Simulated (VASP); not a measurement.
## SnSe: relaxation of cell and atoms with PBEsol

SnSe:

```
Sn Se
1.0
    11.42000    0.00000    0.00000
     0.00000    4.19000    0.00000
     0.00000    0.00000    4.46000
Sn Se
4 4
Cartesian
  1.4047 1.0475 0.4059
  4.3053 3.1425 2.6359
  7.1147 1.0475 1.8241
  10.0153 3.1425 4.0541
  4.0769 1.0475 0.0714
  1.6331 3.1425 2.3014
  9.7869 1.0475 2.1586
  7.3431 3.1425 4.3886
```

```json
{"Program": "VASP 6.6.1", "Task": "relaxation of cell and atoms", "Functional": "PBEsol", "Potentials or basis": "VASP PAW PBE potentials, release 64 (Sn_d, Se)", "Cutoff": "600 eV", "k mesh": "4 × 8 × 8", "Occupations": "gaussian, width 0.03 eV", "Spin": "no spin polarisation", "Further INCAR settings": "ALGO = Normal; EDIFF = 1e-06; IBRION = 2; EDIFFG = -0.01; NSW = 90; ISIF = 3"}
```

```json
{
 "Relaxed volume": "25.84 Å³/atom",
 "Relaxed cell": "a = 11.429 Å, b = 4.162 Å, c = 4.347 Å, α = 90.00°, β = 90.00°, γ = 90.00°",
 "Space group after relaxing (to 0.05 Å)": "Pnma (No. 62)",
 "Energy gained by relaxing": "7.3 meV/atom",
 "Ionic steps": "12",
 "Pressure after relaxing": "0.0 GPa",
 "Largest force after relaxing": "0.010 eV/Å",
 "Band gap on the k mesh": "0.46 eV, indirect (least direct gap 0.73 eV)"
}
```

Forces on the atoms (eV/Å):
```
Sn  -0.004  0.000  0.004
Sn   0.004  0.000  0.004
Sn  -0.004  0.000 -0.004
Sn   0.004  0.000 -0.004
Se  -0.009  0.000  0.005
Se   0.009  0.000  0.005
Se  -0.009  0.000 -0.005
Se   0.009  0.000 -0.005
```

Step by step:
```csv
step,energy change (eV),largest force (eV/Å),pressure (GPa),volume (Å³)
1,0.0000,0.2542,-0.51,213.41
2,-0.0411,0.1223,-0.18,210.79
3,-0.0412,0.1183,-0.16,210.65
4,-0.0466,0.1086,-0.06,209.67
5,-0.0554,0.0762,0.29,206.76
6,-0.0557,0.0676,0.37,206.05
7,-0.0579,0.0303,-0.06,206.95
8,-0.0580,0.0228,0.01,206.81
9,-0.0580,0.0235,-0.02,206.82
10,-0.0582,0.0233,0.00,206.81
11,-0.0584,0.0243,0.00,206.78
12,-0.0586,0.0098,0.04,206.74
```

Final structure:
```yaml
crystal:
  lattice:
    - [11.42860, 0.00000, 0.00000]
    - [0.00000, 4.16171, 0.00000]
    - [0.00000, 0.00000, 4.34677]
  atoms:
    - { symbol: Sn, position: [0.11851, 0.25000, 0.08883] }
    - { symbol: Sn, position: [0.38149, 0.75000, 0.58883] }
    - { symbol: Sn, position: [0.61851, 0.25000, 0.41117] }
    - { symbol: Sn, position: [0.88149, 0.75000, 0.91117] }
    - { symbol: Se, position: [0.35795, 0.25000, 0.02048] }
    - { symbol: Se, position: [0.14205, 0.75000, 0.52048] }
    - { symbol: Se, position: [0.85795, 0.25000, 0.47952] }
    - { symbol: Se, position: [0.64205, 0.75000, 0.97952] }
```

Levels at points of the mesh, in eV from the valence-band top:
| k point | band 36 | band 37 | band 38 | band 39 | band 40 | band 41 | band 42 | band 43 | band 44 | band 45 |
| --- | --- | --- | --- | --- | --- | --- | --- | --- | --- | --- |
| (0.00, 0.00, 0.00) | -1.92 | -1.70 | -1.36 | -0.79 | -0.63 | 0.46 | 2.94 | 3.03 | 3.05 | 3.32 |
| (0.50, 0.00, 0.00) | -2.24 | -2.00 | -2.00 | -0.65 | -0.65 | 2.51 | 2.51 | 2.70 | 2.70 | 3.77 |
| (0.00, 0.50, 0.00) | -1.70 | -1.06 | -1.06 | -0.64 | -0.64 | 0.83 | 0.83 | 1.36 | 1.36 | 1.57 |
| (0.50, 0.50, 0.00) | -2.13 | -0.94 | -0.94 | -0.94 | -0.94 | 1.36 | 1.36 | 1.36 | 1.36 | 1.97 |
| (0.00, 0.00, 0.50) | -1.48 | -0.83 | -0.83 | -0.32 | -0.32 | 1.14 | 1.14 | 1.33 | 1.33 | 1.55 |
| (0.50, 0.00, 0.50) | -1.79 | -0.49 | -0.49 | -0.26 | -0.26 | 1.06 | 1.06 | 1.39 | 1.39 | 1.51 |
| (0.00, 0.50, 0.50) | -3.38 | -2.42 | -2.42 | -1.62 | -1.62 | 2.58 | 2.58 | 2.98 | 2.98 | 4.62 |
| (0.50, 0.50, 0.50) | -4.01 | -1.66 | -1.66 | -1.66 | -1.66 | 2.33 | 2.33 | 2.33 | 2.33 | 4.92 |

It took 37 min on 2 MPI ranks on AMD EPYC 9R14 (Zen 4), on a shared host, peak memory 0.84 GiB a rank.

Caveat: the PAW data sets were made with another functional, which shifts forces and pressure a little; spin-orbit coupling is left out, which moves the levels of the heavy elements. A k mesh can miss the band edges.
